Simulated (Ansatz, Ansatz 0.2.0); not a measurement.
# Progress notes: calculating the lattice constants of LaZnSbO

*A first attempt by someone new to these calculations. It holds errors of set-up and of interpretation; a review follows at the end.*

## Background

The compound is LaZnSbO, a tetragonal antimonide oxide of the ZrCuSiAs type. The measured cell comes from "Structural and 121Sb Mössbauer Spectroscopic Investigations of the Antimonide Oxides REMnSbO (RE = La, Ce, Pr, Nd, Sm, Gd, Tb) and REZnSbO (RE = La, Ce, Pr)" (2008, arXiv:0804.1855). The crystal was grown in a NaCl/KCl flux and the cell was determined by X-ray diffraction at room temperature. The two numbers I want to reproduce are the lattice constants a and c, 4.2267 Å and 9.538 Å.

| compared with | measured | source's wording or label | T (K) | method |
| --- | --- | --- | --- | --- |
| a (Å) | 4.2267 ± 0.0006 | 422.67 ± 0.06 pm | room temperature | X-ray diffraction |
| c (Å) | 9.538 ± 0.002 | 953.8 ± 0.2 pm | room temperature | X-ray diffraction |

## Strategy

I want the program to give me a and c for LaZnSbO. The model is the primitive cell with 8 atoms, and both the cell and the atoms are allowed to move. I start from a database structure that was itself relaxed by earlier theory. Its a is 4.246 Å and its c is 9.666 Å, so c is about 0.13 Å longer than the measured one, and I expect the relaxation to take that out.

I will call it a success if both lattice constants come within 0.01 Å of the diffraction values. I chose that because it is a difference I would take seriously between two of my own samples. I will run one relaxation, compare, and change the settings if it does not fit.

System: LaZnSbO, ZrCuSiAs type, tetragonal; P4/nmm (No. 129), 8 atoms in the primitive cell; the database structure is a structure relaxed by earlier theory, not a measurement: a = 4.246 Å, c = 9.666 Å.

## 1. A first relaxation with BLYP

I have to pick a functional, and BLYP is the name I remember from the talks of the molecular chemists in our department. If it works for molecules it should be good enough for a crystal. The other settings stay at ordinary values, and I expect to land close to the measured cell.

**Run 1.** Ansatz 0.2.0: BLYP, cell and atoms relaxed from the database structure, cutoff 420 eV (default), 8x8x4 k mesh, Gaussian smearing 0.1 eV.

Key lines of the input:
```
crystal:
  # lattice and atoms
kpoints:
  mp_grid: { grid: [8, 8, 4] }
hamiltonian:
  xc: blyp
scf:
  occupations: { method: gaussian, width: 0.1 }
output:
  stress: true
relax:
  adjacent_minimum: "off"
  max_steps: 60
  cell: { stress_tol: 0.03 }
```

Command:
```
ansatz run input.yaml --threads 8 --pin off --max-ram 16384MiB --backend cpu --events-out ev --progress --plain --runs-dir out
```

Selected lines of the output:
```
--- Relaxed structure (7 steps of the walk, 6 accepted, 2 SCFs on fresh bases) ---
    - [4.319159923836725, 0.0, 0.0]
    - [0.0, 0.0, 9.950232155757028]
```

Converged; 2 min on 8 cores of Intel Xeon at 2.10GHz (Emerald Rapids), shared host.

| quantity | run 1 | measured | deviation |
| --- | --- | --- | --- |
| a (Å) | 4.3192 | 4.2267 ± 0.0006 | +0.0925 (+2.2 %) |
| c (Å) | 9.950 | 9.538 ± 0.002 | +0.412 (+4.3 %) |
| cell volume (Å³) | 185.62 |  |  |

Both lattice constants are too long, a by 0.0925 Å and c by 0.412 Å. That is worse than the database structure I started from, so the relaxation went the wrong way. The run did converge, so I don't think I pressed anything wrong. The larger error is in c, the direction in which the layers are stacked, and I take this to mean that the layers are not held together strongly enough.

## 2. Adding a dispersion correction

There is a D3 correction that adds the van der Waals attraction, and I have read that layered materials need it. I keep BLYP and switch D3 on. It should pull the layers together and bring c down to the measured value. I expect a to change little, since D3 is for the gaps between layers.

**Run 2.** Ansatz 0.2.0: BLYP+D3(BJ), cell and atoms relaxed from the database structure, cutoff 420 eV (default), 8x8x4 k mesh, Gaussian smearing 0.1 eV.

Key lines of the input, as changed from run 1:
```diff
  hamiltonian:
+   dispersion: d3bj
```

Selected lines of the output:
```
--- Relaxed structure (7 steps of the walk, 6 accepted, 2 SCFs on fresh bases) ---
    - [4.208831565567783, 0.0, 0.0]
    - [0.0, 0.0, 9.423990562594582]
```

Converged; 96 s, same machine.

| quantity | run 2 | measured | deviation |
| --- | --- | --- | --- |
| a (Å) | 4.2088 | 4.2267 ± 0.0006 | −0.0179 (−0.4 %) |
| c (Å) | 9.424 | 9.538 ± 0.002 | −0.114 (−1.2 %) |
| cell volume (Å³) | 166.94 |  |  |

D3 pulled the layers together, but too far: c is now 0.114 Å too short. The lattice constant a also shrank by about 0.11 Å, although I had expected it to stay nearly where it was. It is now 0.0179 Å below the measured value, still outside my 0.01 Å. So the cell was too big without D3 and is too small with it, and I conclude that the van der Waals correction is not the right thing for this compound.

## 3. PBEsol with some temperature

I am dropping D3 and going over to PBEsol, which has "sol" in its name for solids. The crystal was measured at room temperature, and my runs so far had no temperature in them. Fermi-Dirac smearing is described as an electronic temperature, so I am switching it on with a width of 1.5 eV to make sure that it has an effect. Warm things expand, so this should give a cell a little larger than the last one, close to the measured values.

**Run 3.** Ansatz 0.2.0: PBEsol, cell and atoms relaxed from the database structure, cutoff 420 eV (default), 8x8x4 k mesh, Fermi-Dirac smearing 1.5 eV.

Key lines of the input:
```
crystal:
  # lattice and atoms
kpoints:
  mp_grid: { grid: [8, 8, 4] }
hamiltonian:
  xc: pbesol
scf:
  occupations: { method: fermi_dirac, width: 1.5 }
output:
  stress: true
relax:
  adjacent_minimum: "off"
  max_steps: 30
  cell: { stress_tol: 0.03 }
```

Selected lines of the output:
```
--- Relaxed structure (14 steps of the walk, 14 accepted, 4 SCFs on fresh bases) ---
    - [4.335976478694322, 0.0, 0.0]
    - [0.0, 0.0, 11.616805855552805]
```

Converged; 2.5 min on 8 cores of Arm Neoverse V2, shared host.

| quantity | run 3 | measured | deviation |
| --- | --- | --- | --- |
| a (Å) | 4.3360 | 4.2267 ± 0.0006 | +0.1093 (+2.6 %) |
| c (Å) | 11.617 | 9.538 ± 0.002 | +2.079 (+21.8 %) |
| cell volume (Å³) | 218.40 |  |  |

The cell did expand, but far more than I wanted: c is 11.617 Å, which is 2.079 Å too long, and a is 0.1093 Å too long. The run converged, so I take the number as it is. It seems that the program exaggerates thermal expansion, mostly along c, where the layers can move apart easily.

## 4. Putting the expansion in by hand

I am going back to the small Gaussian smearing of 0.1 eV and staying with PBEsol. To account for room temperature I now stretch the starting lattice vectors by 2 % myself. I am also loosening the stopping thresholds to 0.2 eV/Å and 5 GPa, so that the run finishes quickly and does not squeeze all of the expansion out again. I expect it to settle a little above the measured cell at most.

**Run 4.** Ansatz 0.2.0: PBEsol, cell and atoms relaxed from the database structure, cutoff 420 eV (default), 8x8x4 k mesh, Gaussian smearing 0.1 eV; started from lattice vectors 1.02 times the database's, thresholds 0.2 eV/A and 5 GPa.

Key lines of the input:
```
crystal:
  lattice:
    - [4.3312209, 0.0, 0.0]
    - [0.0, 4.3312209, 0.0]
    - [0.0, 0.0, 9.8594169]
  # atoms
kpoints:
  mp_grid: { grid: [8, 8, 4] }
hamiltonian:
  xc: pbesol
scf:
  occupations: { method: gaussian, width: 0.1 }
output:
  stress: true
relax:
  adjacent_minimum: "off"
  f_tol: 0.2
  max_steps: 60
  cell: { stress_tol: 5.0 }
```

Selected lines of the output:
```
relax step   1: F+E_penalty+E_count = -32830.81038185 eV  [...]  P = -7.474 GPa  Ω = 184.957 Å³  (10 SCF iters, accepted)
--- Relaxed structure (5 steps of the walk, 4 accepted, 1 SCFs on fresh bases) ---
    - [4.1934748591137545, 0.0, 0.0]
    - [0.0, 0.0, 9.376221224964508]
```

Converged; 28 s, same machine.

| quantity | run 4 | measured | deviation |
| --- | --- | --- | --- |
| a (Å) | 4.1935 | 4.2267 ± 0.0006 | −0.0332 (−0.8 %) |
| c (Å) | 9.376 | 9.538 ± 0.002 | −0.162 (−1.7 %) |
| cell volume (Å³) | 164.88 |  |  |

The stretch I put in is gone. I started from a = 4.3312 Å and the run brought it down to 4.1935 Å, which is 0.0332 Å too short, and c is 0.162 Å too short. Even with the loose thresholds the program squeezed all of my expansion out again, and more. I conclude that the starting cell is no use for putting in room temperature, and that I need a setting that acts during the whole relaxation.

## 5. Trying a lower cutoff

I have read that the lattice constants can shift with the plane-wave cutoff, so I am using it to bring the cell up. I keep PBEsol, lower the cutoff from 420 to 290 eV, and start from the unstretched database structure with the normal thresholds again. With fewer waves the run should also be quicker. I need about 0.03 Å more in a and 0.16 Å more in c, and I hope that the lower cutoff gives me most of that.

**Run 5.** Ansatz 0.2.0: PBEsol, cell and atoms relaxed from the database structure, cutoff 290 eV, 8x8x4 k mesh, Gaussian smearing 0.1 eV.

Key lines of the input, as changed from run 1:
```diff
  hamiltonian:
-   xc: blyp
+   xc: pbesol
+ basis:
+   ecutwfc: 290.0
```

Selected lines of the output:
```
Basis set: ecut = 290 eV, 1911 PW (Γ) [...]
--- Relaxed structure (19 steps of the walk, 18 accepted, 10 SCFs on fresh bases) ---
    - [4.197829296931773, 0.0, 0.0]
    - [0.0, 0.0, 9.405979758287824]
```

Converged; 76 s, same machine. Warnings: cutoff_below_recommended.

| quantity | run 5 | measured | deviation |
| --- | --- | --- | --- |
| a (Å) | 4.1978 | 4.2267 ± 0.0006 | −0.0289 (−0.7 %) |
| c (Å) | 9.406 | 9.538 ± 0.002 | −0.132 (−1.4 %) |
| cell volume (Å³) | 165.75 |  |  |

The lower cutoff moved the cell the right way, but only a little. Compared with the last run a grew by about 0.004 Å and c by 0.030 Å, and they are still 0.0289 Å and 0.132 Å too short. The program warned that the cutoff is below the recommended one. The run converged all the same, so I am not worried about it. I conclude that the cutoff hardly matters for this compound and that PBEsol simply makes the cell too small.

## 6. A newer functional on a coarser mesh

I am giving up on PBEsol and trying r2SCAN, which is newer and so ought to be better. I have read that it is slower, so I am cutting the k mesh from 8x8x4 to 4x4x2 to save time. The cutoff goes back to the default. I hope for a cell somewhat larger than the PBEsol one, and if both numbers look right I will stop there.

**Run 6.** Ansatz 0.2.0: r2SCAN, cell and atoms relaxed from the database structure, cutoff 500 eV (default), 4x4x2 k mesh, Gaussian smearing 0.1 eV.

Key lines of the input, as changed from run 1:
```diff
  kpoints:
-   mp_grid: { grid: [8, 8, 4] }
+   mp_grid: { grid: [4, 4, 2] }
  hamiltonian:
-   xc: blyp
+   xc: r2scan
```

Selected lines of the output:
```
Basis set: ecut = 500 eV, 4323 PW (Γ) [...]
k-points: 12 of 32
--- Relaxed structure (5 steps of the walk, 4 accepted, 1 SCFs on fresh bases) ---
    - [4.233470813677306, 0.0, 0.0]
    - [0.0, 0.0, 9.566195180311263]
```

Converged; 30 s on 8 cores of Arm Neoverse N1, shared host.

| quantity | run 6 | measured | deviation |
| --- | --- | --- | --- |
| a (Å) | 4.2335 | 4.2267 ± 0.0006 | +0.0068 (+0.2 %) |
| c (Å) | 9.566 | 9.538 ± 0.002 | +0.028 (+0.3 %) |
| cell volume (Å³) | 171.45 |  |  |

This is the closest so far. The lattice constant a is 4.2335 Å, only 0.0068 Å above the measured value and inside my 0.01 Å. c is 9.566 Å, which is 0.028 Å too long and so outside it, but that is only 0.3 %, and after the earlier runs I am happy to call it a match. The run took half a minute, so the coarse k mesh was a good choice, and I see no reason to go back to the finer one. I am stopping here and will use this cell.

## Results at a glance

| run | settings | a (Å) | deviation | c (Å) | deviation | cost |
| --- | --- | --- | --- | --- | --- | --- |
| 1 | BLYP, cutoff 420 eV (default), 8x8x4 k mesh, Gaussian smearing 0.1 eV | 4.3192 | +0.0925 (+2.2 %) | 9.950 | +0.412 (+4.3 %) | 16 core-min |
| 2 | BLYP+D3(BJ), cutoff 420 eV (default), 8x8x4 k mesh, Gaussian smearing 0.1 eV | 4.2088 | −0.0179 (−0.4 %) | 9.424 | −0.114 (−1.2 %) | 13 core-min |
| 3 | PBEsol, cutoff 420 eV (default), 8x8x4 k mesh, Fermi-Dirac smearing 1.5 eV | 4.3360 | +0.1093 (+2.6 %) | 11.617 | +2.079 (+21.8 %) | 20 core-min |
| 4 | PBEsol, cutoff 420 eV (default), started from lattice vectors 1.02 times the database's, thresholds 0.2 eV/A and 5 GPa | 4.1935 | −0.0332 (−0.8 %) | 9.376 | −0.162 (−1.7 %) | 3.8 core-min |
| 5 | PBEsol, cutoff 290 eV, 8x8x4 k mesh, Gaussian smearing 0.1 eV | 4.1978 | −0.0289 (−0.7 %) | 9.406 | −0.132 (−1.4 %) | 10 core-min |
| 6 | r2SCAN, cutoff 500 eV (default), 4x4x2 k mesh, Gaussian smearing 0.1 eV | 4.2335 | +0.0068 (+0.2 %) | 9.566 | +0.028 (+0.3 %) | 4 core-min |
|  | measured | 4.2267 ± 0.0006 |  | 9.538 ± 0.002 |  |  |

## Where I got to

I am finishing here with the r2SCAN cell, a = 4.2335 Å and c = 9.566 Å. The measured values are 4.2267 Å and 9.538 Å. My target was 0.01 Å for both; a meets it and c misses it by a little, being 0.028 Å too long. I am counting the work as done, because every other run was further off in both numbers.

What I take from this is that one has to go through the functionals until one fits, and that the newest is the best. BLYP was too large, and with D3 it was too small, so I will leave van der Waals corrections out from now on. PBEsol gave me a cell that was too small or, with the temperature switched on, much too large, and I would not use it for this kind of compound again. The coarse k mesh was good enough and quick, so I plan to keep r2SCAN with the 4x4x2 mesh for the other antimonide oxides as well.

## Review

Further runs made for the review:

| reviewer's run | settings | a (Å) | deviation | c (Å) | deviation | cost |
| --- | --- | --- | --- | --- | --- | --- |
| R1 | r2SCAN, cutoff 500 eV (default), 8x8x4 k mesh, Gaussian smearing 0.1 eV | 4.2279 | +0.0012 (+0.0 %) | 9.603 | +0.065 (+0.7 %) | 15 core-min |
| R2 | r2SCAN+rVV10, cutoff 500 eV (default), 8x8x4 k mesh, Gaussian smearing 0.1 eV | 4.2127 | −0.0140 (−0.3 %) | 9.507 | −0.031 (−0.3 %) | 18 core-min |
| R3 | PBEsol, cutoff 420 eV (default), 8x8x4 k mesh, Gaussian smearing 0.1 eV | 4.1880 | −0.0387 (−0.9 %) | 9.413 | −0.125 (−1.3 %) | 5.7 core-min |
|  | measured | 4.2267 ± 0.0006 |  | 9.538 ± 0.002 |  |  |

Setting a tolerance beforehand was good practice; changing settings until the numbers fit was not, because errors can then cancel unnoticed.

Run 1 converged properly, but convergence says nothing about the functional. BLYP was made for molecules and is known to give solids too large a cell. The relaxation did not go "the wrong way"; it went to BLYP's own minimum. Since a is also 2.2 % too long, the weak binding is not confined to the gaps between layers.

In run 2, D3 acts between all pairs of atoms, so a shrinks as well. The run shows that BLYP with D3 overshoots here, not that dispersion corrections are wrong for this compound. With a different functional, r2SCAN, adding rVV10 shortens c from 9.603 Å (R1) to 9.507 Å (R2), which is closer to the measurement, although a goes from almost exact to 0.0140 Å too short, outside the tolerance.

Run 3 confuses the temperature of the electrons with that of the lattice. A smearing of 1.5 eV corresponds to well over ten thousand kelvin and weakens the bonds. The program is not exaggerating thermal expansion, which comes from atomic vibrations that this relaxation leaves out. The same PBEsol calculation with 0.1 eV smearing (R3) gives c = 9.413 Å instead of 11.617 Å, and costs only 5.7 core-minutes.

Run 4 rightly concludes that a stretched starting cell cannot put in room temperature: a relaxation should forget its start. What it needed was not a setting that acts throughout, but a separate calculation of the vibrations. The loose thresholds stopped it short of the minimum, with c 0.037 Å below R3.

Run 5 ignored a warning that convergence cannot answer, since a run can converge on an inadequate basis. It was also compared with the unfinished run 4. Against R3, the low cutoff lengthens a by about 0.010 Å, the whole tolerance, and shortens c by 0.007 Å; the apparent growth in c came from run 4. That PBEsol makes this cell too small is correct, but R3's errors of 0.9 % and 1.3 % are modest, and the hugely swollen cell was the smearing's doing.

Run 6 changed the functional and the k mesh together. On the 8x8x4 mesh, r2SCAN gives a = 4.2279 Å and c = 9.603 Å (R1), so the coarse mesh shortened c by 0.037 Å and its closeness to experiment is chance. A short run time does not show that a mesh is sufficient. Nor was the target met: c misses by nearly three times the tolerance. For the other antimonide oxides the finer mesh should be used; here it cost 15 core-minutes instead of 4. One good fit does not make the newest functional the best.

Verdict: sound r2SCAN (R1) reproduces a almost exactly and leaves c 0.7 % too long; with rVV10 (R2) both are 0.3 % too short. Missing thermal expansion could explain part of R2's shortfall, but would not explain R1's long c. Neither calculation meets the 0.01 Å target for both constants. As these two results bracket the measured values, they give no reason to doubt the diffraction.

[Logs are printed without paths, hosts, clocks, repeated set-up lines and the standing remarks that a program may print on its own settings, such as how far it seeks lower states.]

[The runs shown are a pick from a larger set of finished runs; failed, doubtful and other runs were left out of it ahead of writing. So were measured values far from every level or from commonly accepted values, and agreement can look better than it is. Lines of input and output are excerpts and may be shortened.]

[The starting structure comes from the Materials Project.]
